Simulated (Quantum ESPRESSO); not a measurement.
HfO2:

```
Hf O
1.0
     0.00000    2.55750    2.55750
     2.55750    0.00000    2.55750
     2.55750    2.55750    0.00000
Hf O
1 2
Direct
  0.00000 0.00000 0.00000
  0.75000 0.75000 0.75000
  0.25000 0.25000 0.25000
```

Measurements of this composition are mostly on another form, of space group No. 14.

Base run:

- Program: Quantum ESPRESSO 7.5
- Functional: PBE
- Potentials or basis: SG15 PBE 1.2
- Cutoff: 1197 eV
- Density cutoff: 4789 eV
- k mesh: 9 × 9 × 9
- Occupations: fermi-dirac, width 0.05 eV
- Spin: no spin polarisation

Its results: band gap on the k mesh 3.79 eV, indirect (least direct gap 3.90 eV); pressure -3.1 GPa.

Question: The run is repeated on the same cell with these changes: functional from PBE to AM05. What comes out?

Answer: Band gap on the k mesh 3.72 eV, indirect (least direct gap 3.84 eV); pressure -9.9 GPa.

AM05 binds more tightly than PBE, so the same cell stands under less pressure.

Caveats: spin-orbit coupling is left out, which moves the levels of the heavy elements; the mesh misses the band edges, which the band path finds closer together; the potentials were made for another functional, which shifts forces and pressure (some runs).
